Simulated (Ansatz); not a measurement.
Input and command of a calculation in Ansatz (plane waves; scalar-relativistic PAW potentials unless the input names others):

```yaml
crystal:
  lattice:
    - [0.0, 2.4007475105, 2.0406353839]
    - [2.4007475105, 0.0, 2.0406353839]
    - [2.4007475105, 2.4007475105, 0.0]
  atoms:
    - { symbol: B, position: [0.0, 0.0, 0.0] }
    - { symbol: P, position: [0.75, 0.75, 0.75] }
basis:
  ecutwfc: "250 eV"
kpoints:
  mp_grid: { grid: [12, 12, 12] }
hamiltonian:
  xc: pbe
scf:
  occupations: { method: gaussian, width: 0.05 }
output:
  forces: true
  eigenvalues: true
  stress: true
```

```bash
ansatz run input.yaml --threads 1 --pin off --max-ram 2560MiB --backend cpu --events-out ev --progress --plain --runs-dir out
```

Abridged log:
```
Warning: basis.ecutwfc = 250 eV is below the records' recommended 420 eV, and the density's cutoff is lower with it unless basis.ecutrho_ratio is high enough to keep the records' density cutoff: compare with a run at a higher cutoff
Basis set: ecut = 250 eV, 209 PW (Γ), exchange–correlation on 36×36×36 points (8 copies of the dense FFT grid, shifted against one another)
Bands: 8, of which v1, the nominal top of the filled ones, is band 4 counted from 1 (3 counted from 0)
Symmetry: 8 space group operations
k-points: 163 of 1728 (time reversal used)
SCF iter   1: F=—  HF=-911.848005 eV  |F-HF|=—  |Δ(HF+E_count)|=         —  Δρ=5.92e-3  dr2=2.48e-3  ethr=1.77e-3  ⟨swp⟩=6.1  Hψ=11419  notcnv=0
SCF iter   2: F=—  HF=-911.850345 eV  |F-HF|=—  |Δ(HF+E_count)|=   2.34e-3  Δρ=3.07e-3  dr2=7.01e-4  ethr=3.10e-5  ⟨swp⟩=2.3  Hψ=3224  notcnv=0
SCF iter   3: F=—  HF=-911.851068 eV  |F-HF|=—  |Δ(HF+E_count)|=   7.23e-4  Δρ=1.23e-3  dr2=6.68e-5  ethr=8.76e-6  ⟨swp⟩=2.0  Hψ=1915  notcnv=0
SCF iter   4: F=—  HF=-911.851260 eV  |F-HF|=—  |Δ(HF+E_count)|=   1.92e-4  Δρ=1.49e-4  dr2=1.85e-6  ethr=8.35e-7  ⟨swp⟩=2.3  Hψ=1996  notcnv=0
SCF iter   5: F=-911.851262 eV  HF=-911.851262 eV  |F-HF|=1.24e-8  |Δ(HF+E_count)|=   2.51e-6  Δρ=1.73e-5  dr2=5.32e-8  ethr=2.31e-8  ⟨swp⟩=2.1  Hψ=1861  notcnv=0
SCF iter   6: F=-911.851262 eV  HF=-911.851262 eV  |F-HF|=3.65e-11  |Δ(HF+E_count)|=   9.94e-9  Δρ=1.44e-6  dr2=3.37e-10  ethr=6.65e-10  ⟨swp⟩=3.2  Hψ=7090  notcnv=0
SCF 1 converged in 6 iterations: F = -911.851262 eV  dr2 = 3.37e-10
SCF converged after 6 iterations
Free energy (F): -911.851262 eV
Harris-Foulkes:  -911.851262 eV  (|F-HF|=3.65e-11)
Internal energy: -911.850821 eV  (E = F + TS)
E sigma→0 (E₀):  -911.851042 eV
Entropy (-TS):   -0.000442 eV (-0.221 meV/atom)
Fermi energy:    9.487402 eV
--- Forces (eV/Å), atoms counted from 1 ---
  atom   1  B      0.00000000     0.00000000     0.00000000
  atom   2  P      0.00000000     0.00000000     0.00000000
--- Stress (GPa, compression-positive) ---
      -11.396793       0.000000       0.000000
        0.000000     -11.396793       0.000000
        0.000000       0.000000      20.382599
  P = ⅓ Tr σ = -0.8037 GPa (-8.037 kbar)
```

Apart from outputs and empty bands, the input differs from a reference run on usual settings in basis.ecutwfc: 420 → "250 eV". The reference, at the same geometry (not necessarily relaxed), gave pressure -0.80 GPa, largest force 0.000 eV/Å, no gap on the mesh. This run converged in 6 SCF iterations (reference: 7) with an energy at zero smearing 154 meV/atom above the reference's, pressure -0.80 GPa, largest force 0.000 eV/Å, no gap on the mesh. Its cutoff is looser than usual, and the result moved.

The run took 1.9 s on 1 thread of Arm Neoverse V2, on a shared host, peak memory 0.27 GiB.